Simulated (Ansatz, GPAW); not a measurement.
# Geometry or basis: what sets the conductance of a Pb chain with a Cu atom bridging one bond, part 5 of 5

How well does a Pb chain with a Cu atom bridging one bond conduct once its atoms have relaxed, and how much do cheaper levels lose?

GPAW 26.7.0 and Ansatz 0.2.0; Ansatz plane waves; relaxation of the junction with the lead ends held (the session's first sound run).

So far, transmission at the Fermi level (one spin): step 3 (plane-wave reference (PBE)) 2.47; step 5 (GPAW, szp: basis = "szp(dzp)", PBE, GPAW) 2.42; step 6 (minimal basis, PBE, GPAW) 2.34; step 7 (revPBE in the dzp basis: xc = "revPBE") 2.41; step 8 (the structure as built: geometry = "as built", PBE, GPAW) 2.71.

## 11. Density threshold 0.001, basis szp(dzp), smearing 0.2: conv = 0.001, basis = "szp(dzp)" and width = 0.2

The Hamiltonian is taken from the last density. The density threshold is one of the tests that end the cycle; the energy must settle too, so a loose value may not be the test that decides. A smaller basis is cheaper in every inversion. Smearing helps the SCF of a metal converge, but it blurs occupations at band edges near the Fermi level.

This step: GPAW LCAO, PAW setups; Landauer transmission from Green's functions with principal layers (ASE), zero bias (GPAW 26.7.0).

File run.py:

```python
import json
import numpy as np
from ase import Atoms
from ase.transport.calculators import TransportCalculator
from gpaw import GPAW, FermiDirac
from gpaw.lcao.tools import get_lcao_hamiltonian
from scipy.linalg import eigh

# The junction with lead layers at both ends, along the third cell vector
device = Atoms(
    ['Pb', 'Pb', 'Pb', 'Pb', 'Pb', 'Pb', 'Cu', 'Pb', 'Pb', 'Pb', 'Pb', 'Pb', 'Pb'],
    positions=[
        [4.50000, 4.50000, 1.45000],
        [4.50000, 4.50000, 4.35000],
        [4.50000, 4.50000, 7.25000],
        [4.50000, 4.50000, 10.15000],
        [5.15364, 4.44328, 13.04984],
        [3.94397, 4.51483, 15.91676],
        [6.05017, 4.34141, 17.47969],
        [3.95393, 4.51416, 19.05645],
        [5.12824, 4.43428, 21.94637],
        [4.50000, 4.50000, 24.85000],
        [4.50000, 4.50000, 27.75000],
        [4.50000, 4.50000, 30.65000],
        [4.50000, 4.50000, 33.55000]],
    cell=[[9.0, 0.0, 0.0], [0.0, 9.0, 0.0], [0.0, 0.0, 35.0]],
    pbc=True)

# One principal layer of the lead: the first 3 atoms of the device
lead = Atoms(
    ['Pb', 'Pb', 'Pb'],
    positions=[
        [4.50000, 4.50000, 1.45000],
        [4.50000, 4.50000, 4.35000],
        [4.50000, 4.50000, 7.25000]],
    cell=[[9.0, 0.0, 0.0], [0.0, 9.0, 0.0], [0.0, 0.0, 8.7]],
    pbc=True)

settings = dict(mode='lcao', basis='szp(dzp)', xc='PBE', h=0.2,
                occupations=FermiDirac(0.2), maxiter=250,
                mixer=dict(beta=0.1, nmaxold=8, weight=100.0),
                convergence=dict(density=0.001))
energies = np.arange(-2, 2 + 1e-9, 0.025)
eta = 0.0001
n1, n2 = 1, 1
# k and -k transmit alike, so half of the mesh across the current serves
mesh = [(i, j) for i in range(n1) for j in range(n2) if (i, j) <= (-i % n1, -j % n2)]
weights = np.array([1 if (i, j) == (-i % n1, -j % n2) else 2 for i, j in mesh]) / (n1 * n2)


def ground_state(atoms, size, txt):
    atoms.calc = GPAW(kpts={'size': size, 'gamma': True}, symmetry={'tolerance': 1e-3}, txt=txt, **settings)
    atoms.get_potential_energy()
    return atoms.calc.get_fermi_level()


def blocks(atoms, fermi, points, nz, cells):
    """H - E_F S and S between cell 0 and the cells above it, at each point across the current."""
    kz = np.arange(nz) / nz
    calc = atoms.calc.fixed_density(kpts=[(*k, z) for k in points for z in kz], symmetry='off', txt=None)
    H, S = get_lcao_hamiltonian(calc)
    H = (H - fermi * S).reshape(len(H), len(points), nz, *S.shape[1:])
    S = S.reshape(H.shape[1:])
    phases = [np.exp(-2j * np.pi * kz * R) / nz for R in cells]
    return [(np.einsum('skzij,z->ksij', H, p), np.einsum('kzij,z->kij', S, p)) for p in phases]


def pair(a, b):
    return np.block([[a, b], [b.T.conj(), a]])


def count_channels(h, s, cells, nk=240):
    """Half the number of times that the lead's bands cross each energy, unfolded to its shortest repeat."""
    b = len(h) // cells
    bands = []
    for k in (np.arange(nk + 1) + 0.5) / nk:
        hk, sk = h[:b, :b].copy(), s[:b, :b].copy()
        for R in range(1, cells):
            phase, block = np.exp(2j * np.pi * k * R), slice(R * b, (R + 1) * b)
            hk += h[:b, block] * phase + (h[:b, block] * phase).T.conj()
            sk += s[:b, block] * phase + (s[:b, block] * phase).T.conj()
        w, u = eigh(sk)
        x = u[:, w > 1e-5] / w[w > 1e-5]**0.5  # drop near-dependent combinations
        bands.append(np.r_[eigh(x.T.conj() @ hk @ x, eigvals_only=True), [1e9] * (w <= 1e-5).sum()])
    below = np.array(bands)[:, :, None] < energies
    return (below[1:] != below[:-1]).sum((0, 1)) / 2


fermi_lead = ground_state(lead, (1, 1, 13), 'lead.txt')
fermi_device = ground_state(device, (1, 1, 2), 'device.txt')
T, channels, eigen, tail, misfit, shifts = [], [], [], 0.0, 0.0, []
for first in range(0, len(mesh), 657):
    points = [(i / n1, j / n2) for i, j in mesh[first:first + 657]]
    (H0k, S0k), (H1k, S1k), (H2k, _) = blocks(lead, fermi_lead, points, 5, range(3))
    [(Hk, Sk)] = blocks(device, fermi_device, points, 2, [0])
    tail = max(tail, abs(H2k).max())
    for H0, S0, H1, S1, H, S in zip(H0k, S0k, H1k, S1k, Hk, Sk):
        n = len(S0)
        # Shift the lead onto the potential of the device's first layer
        shift = ((H[:, 0, 0] - H0[:, 0, 0]) / S0[0, 0]).real.mean()
        shifts.append(shift)
        misfit = max(misfit, abs(H[:, :n, :n] - H0 - shift * S0).max())
        Tk, Ck, Ek = [], [], []
        for s in range(len(H)):
            t = s % len(H0)  # a lead without moments serves both spins
            h1, s1 = pair(H0[t] + shift * S0, H1[t] + shift * S1), pair(S0, S1)
            leads = dict(h1=h1, s1=s1, energies=energies, eta=eta, eta1=eta, eta2=eta)
            calc = TransportCalculator(h=H[s], s=S, eigenchannels=3, **leads)
            Tk.append(calc.get_transmission())
            Ek.append(np.sort(calc.eigenchannels_ne, axis=0)[::-1])
            Ck.append(count_channels(h1, s1, 6))
        T.append(Tk)
        channels.append(Ck)
        eigen.append(Ek)
T, channels = np.array(T), np.array(channels)
mean, open_channels = np.einsum('kse,k->se', T, weights), np.einsum('kse,k->se', channels, weights)

print(f'basis functions: device {len(S)}, principal layer {n}')
print(f'Fermi level: lead {fermi_lead:.4f} eV, device {fermi_device:.4f} eV; lead shifted by {np.mean(shifts):.4f} eV')
print(f'largest coupling past the next layer {tail:.2e} eV, largest misfit of the first layer {misfit:.3f} eV')
print('  E-E_F (eV)   ' + 'T (one spin)  channels')
for e, t, c in zip(energies, mean.T, open_channels.T):
    print(f'{e:10.3f}  ', *[f'{x:11.4e}' for x in t], *[f'{x:9.4f}' for x in c])

kT = 8.617333e-5 * 300
fine = np.linspace(energies[0], energies[-1], 4001)
both = np.exp(np.interp(fine, energies, np.log(np.maximum(mean.sum(0) * 2 / len(mean), 1e-30))))
fermi = lambda mu: 1 / (1 + np.exp(np.clip((fine - mu) / kT, -200, 200)))
slope = fermi(0) * (1 - fermi(0)) / kT
G = np.trapezoid(both * slope, fine) / 2
seebeck = -np.trapezoid(both * slope * fine, fine) / (2 * G * 300) * 1e6
print(f'conductance at 300 K: {G:.5g} G0 a cell; thermopower {seebeck:.4g} uV/K')
bias = [0.1, 0.2, 0.5, 1.0, 1.5, 2.0]
current = [38.74 * np.trapezoid(both * (fermi(V / 2) - fermi(-V / 2)), fine) for V in bias]
for V, I in zip(bias, current):
    print(f'current from the zero-bias T(E) at {V} V: {I:.5g} uA')
zero = abs(energies).argmin()
json.dump(dict(energies=energies.tolist(), T=mean.tolist(), channels=open_channels.tolist(), G=G, seebeck=seebeck,
               bias=bias, current=current, tail=tail, misfit=misfit, shift=np.mean(shifts), n_device=len(S), n_lead=n,
               fermi=[fermi_lead, fermi_device], energy=device.get_potential_energy(),
               moments=device.get_magnetic_moments().tolist(), mesh=mesh, weights=weights.tolist(),
               T_k=T[:, :, zero].tolist(), eigen=np.array(eigen[0]).tolist()), open('result.json', 'w'))
```

Run with:

```sh
OMP_NUM_THREADS=1 OPENBLAS_NUM_THREADS=1 python run.py
```

Output:

```text
basis functions: device 177, principal layer 42
Fermi level: lead -2.6729 eV, device -2.4890 eV; lead shifted by -0.0011 eV
largest coupling past the next layer 2.75e-08 eV, largest misfit of the first layer 0.013 eV
  E-E_F (eV)   T (one spin)  [channel counts left out]
    -2.000    2.1415e-02
    -1.975    3.1621e-02
    -1.950    4.4808e-02
    -1.925    6.2296e-02
    -1.900    8.7414e-02
    -1.875    1.3163e-01
    -1.850    2.7181e-01
    -1.825    2.2248e-01
    -1.800    2.2973e-02
    -1.775    6.6804e-02
    -1.750    9.9707e-02
    -1.725    1.2867e-01
    -1.700    1.5646e-01
    -1.675    1.8426e-01
    -1.650    2.1260e-01
    -1.625    2.4177e-01
[...]
1.825    2.3349e+00
     1.850    2.3889e+00
     1.875    2.5086e+00
     1.900    2.7224e+00
     1.925    2.6306e+00
     1.950    2.0189e+00
     1.975    1.7724e+00
     2.000    1.6962e+00
conductance at 300 K: 2.3835 G0 a cell; thermopower -2.913 uV/K
current from the zero-bias T(E) at 0.1 V: 18.469 uA
current from the zero-bias T(E) at 0.2 V: 36.942 uA
current from the zero-bias T(E) at 0.5 V: 92.465 uA
current from the zero-bias T(E) at 1.0 V: 184.89 uA
current from the zero-bias T(E) at 1.5 V: 265.37 uA
current from the zero-bias T(E) at 2.0 V: 339.34 uA
```

It took 47 s on 1 thread of Arm Neoverse V1, shared host; peak memory 1.2 GiB.

Numbers from this step:

```yaml
conductance: 2.384 G₀
thermopower: -2.913 μV/K
largest_coupling_past_the_next_principal_layer: 2.75e-8 eV
largest_misfit_of_the_first_principal_layer: 0.01321 eV
shift_that_aligns_the_lead: -0.001077 eV
basis_functions_of_the_junction: 177
basis_functions_of_a_principal_layer: 42
transmission_at_the_fermi_level_one_spin: 2.383
```

One spin. The transmission, zone mean by energy, zero at the Fermi level:

```
energy (eV)  transmission, zone mean
     -2.000                   0.0214
     -1.900                   0.0874
     -1.850                    0.272
     -1.800                   0.0230
     -1.700                    0.156
     -1.600                    0.272
     -1.500                    0.402
     -1.400                    0.546
     -1.300                    0.691
     -1.200                    0.823
     -1.100                    0.927
     -1.000                    0.987
     -0.900                    0.996
     -0.800                    0.949
     -0.700                    0.992
     -0.600                     1.40
     -0.500                     1.87
     -0.400                     2.08
     -0.300                     2.15
     -0.200                     2.21
     -0.100                     2.29
      0.000                     2.38
      0.100                     2.48
      0.200                     2.58
      0.300                     2.66
      0.400                     2.73
      0.500                     2.78
      0.600                     2.82
      0.700                     2.85
      0.800                     2.86
      0.825                     2.86
      0.900                     2.85
      1.000                     2.82
      1.100                     2.77
      1.200                     2.70
      1.300                     2.62
      1.400                     2.54
      1.500                     2.46
      1.600                     2.39
      1.700                     2.33
      1.800                     2.31
      1.900                     2.72
      2.000                     1.70
```

Not self-consistent under bias; the bias window is split evenly. The current through one cell, from the zero-bias transmission by bias:

```
bias (V)  current through one cell, from the zero-bias transmission (μA)
   0.100                                                            18.5
   0.200                                                            36.9
   0.500                                                            92.5
   1.000                                                             185
   1.500                                                             265
   2.000                                                             339
```

Transmission of the three most open eigenchannels against energy, zero at the Fermi level:

```
energy (eV)  channel 1  channel 2  channel 3
     -2.000     0.0214          0          0
     -1.900     0.0874          0          0
     -1.800     0.0230          0          0
     -1.700      0.156          0          0
     -1.600      0.272          0          0
     -1.500      0.402          0          0
     -1.400      0.546          0          0
     -1.300      0.691          0          0
     -1.200      0.823          0          0
     -1.100      0.927          0          0
     -1.000      0.987          0          0
     -0.900      0.996          0          0
     -0.800      0.949    5.3e-12    3.2e-12
     -0.700      0.928     0.0551    0.00863
     -0.600      0.990      0.375     0.0342
     -0.500      0.997      0.808     0.0636
     -0.400      0.997      0.973      0.106
     -0.300      0.997      0.992      0.162
     -0.200      0.996      0.985      0.234
     -0.100      0.991      0.981      0.322
      0.000      0.988      0.975      0.420
      0.100      0.986      0.969      0.525
      0.200      0.985      0.963      0.628
      0.300      0.983      0.957      0.720
      0.400      0.981      0.950      0.798
      0.500      0.978      0.943      0.863
      0.600      0.973      0.937      0.913
      0.700      0.968      0.953      0.928
      0.800      0.978      0.964      0.915
      0.900      0.993      0.961      0.896
      1.000      0.998      0.961      0.862
      1.100      0.999      0.964      0.808
      1.200      0.999      0.970      0.733
      1.300      0.999      0.980      0.644
      1.400      0.999      0.991      0.552
      1.500      0.999      0.997      0.464
      1.600      0.999      0.995      0.398
      1.700      0.999      0.972      0.362
      1.800      0.999      0.915      0.399
      1.900      0.999      0.905      0.818
      2.000      0.999      0.692    0.00465
```

The conductance, 2.38 G₀, lies 1.6 % below that of the dzp run.

## 12. What came out

```yaml
conductance: 2.42 G₀
transmission_at_the_fermi_level_mean_of_the_spins: 2.42
thermopower: -3.00 μV/K
```

In words: In the dzp basis the junction conducts 2.42 G₀ at 300 K, with T = 2.42 a spin at the Fermi level; the sz basis reaches that conductance within 10 %. Relaxation moved atoms by up to 0.66 Å and took the conductance from 2.72 to 2.42 G₀, as a ratio a larger change than the step from dzp to the minimal basis. Plane waves (PBE) give T = 2.47 there. At the Fermi level the three most open eigenchannels pass 0.99, 0.97 and 0.46. Measured against the first run (pw-pbe), the nearest curve is that of dzp (r.m.s. 0.11) and the farthest that of asbuilt (0.38). Over the compared runs wall time goes from 35 s (sz) to 103 s (pw-pbe), on a shared host; the plane-wave run used 4 threads and the orbital runs 1. The leads kept an estimated spacing and the cell its length, so the junction may be under some tension or compression. The run had no spin polarisation, so a magnetic state, which chains and small molecules with open shells often have, wasn't tested. Spin-orbit coupling is left out, which matters for the heavy atoms here. An evenly spaced straight chain is an idealisation: free chains tend to dimerise, zigzag or, where a band edge lies near the Fermi level, turn magnetic. The currents use the zero-bias T(E) throughout, which holds only while the bias is small against the distance to the nearest feature.

[Logs are printed without paths, hosts, clocks, repeated set-up lines and the standing remarks that a program may print on its own settings, such as how far it seeks lower states.]

[Hosts, paths, dates, database ids (printed as entryN), source tags and the programs' standing remarks are cut or masked in the printed files.]
